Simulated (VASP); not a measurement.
Set up this calculation in VASP 6.6.1, as the native input.

| Property | Result |
| --- | --- |
| Task | dielectric tensor |
| Functional | PBE |
| Potentials or basis | VASP PAW PBE potentials, release 64 (Ba_sv, Ti_sv, O) |
| Cutoff | 520 eV |
| k mesh | 7 × 7 × 7 |
| Occupations | gaussian, width 0.02 eV |
| Spin | no spin polarisation |
| Further INCAR settings | ALGO = Fast; EDIFF = 1e-08 |

The structure of BaTiO3 lies in POSCAR:

```
BaTiO3
1.0
    3.9998000000      0.0000000000      0.0000000000
    0.0000000000      3.9998000000      0.0000000000
    0.0000000000      0.0000000000      4.0180000000
Ba Ti O
1 1 3
Direct
    0.0000000000      0.0000000000      0.0000000000
    0.5000000000      0.5000000000      0.4900000000
    0.0000000000      0.5000000000      0.5170000000
    0.5000000000      0.0000000000      0.5170000000
    0.5000000000      0.5000000000      0.0190000000
```

One way to write it, as run:

INCAR

```
  PREC = Accurate
  ENCUT = 520
  EDIFF = 1E-8
  ISMEAR = 0
  SIGMA = 0.02
  LREAL = F
  LASPH = T
  NELM = 100
  ALGO = Fast
  ISIF = 2
  LWAVE = F
  LCHARG = F
  GGA = PE
  LEPSILON = T
```

KPOINTS

```
regular mesh
0
Gamma
  7 7 7
```

Potentials or basis: VASP PAW PBE potentials, release 64 (Ba_sv, Ti_sv, O).

Run with:

```console
$ cat potpaw_PBE.64/Ba_sv/POTCAR potpaw_PBE.64/Ti_sv/POTCAR potpaw_PBE.64/O/POTCAR > POTCAR
$ mpirun -np 1 vasp_std > vasp.out
```

It gave:

```yaml
Band_gap_on_the_k_mesh: 1.87 eV, indirect (least direct gap 2.06 eV)
Electronic_dielectric_tensor_diagonal: 6.57, 6.57, 6.15
Born_charges_mean_of_the_diagonal: Ba +2.75; Ti +6.99; O -3.31, -3.12 e
```

Caveat: spin-orbit coupling is left out, which moves the levels of the heavy elements; an odd mesh through Γ misses points on the zone boundary, where band edges often lie.

Run time: 32 min on 1 thread of Intel(R) Xeon(R) Platinum 8488C (Sapphire Rapids), with other jobs on the host, peak memory 0.47 GiB.
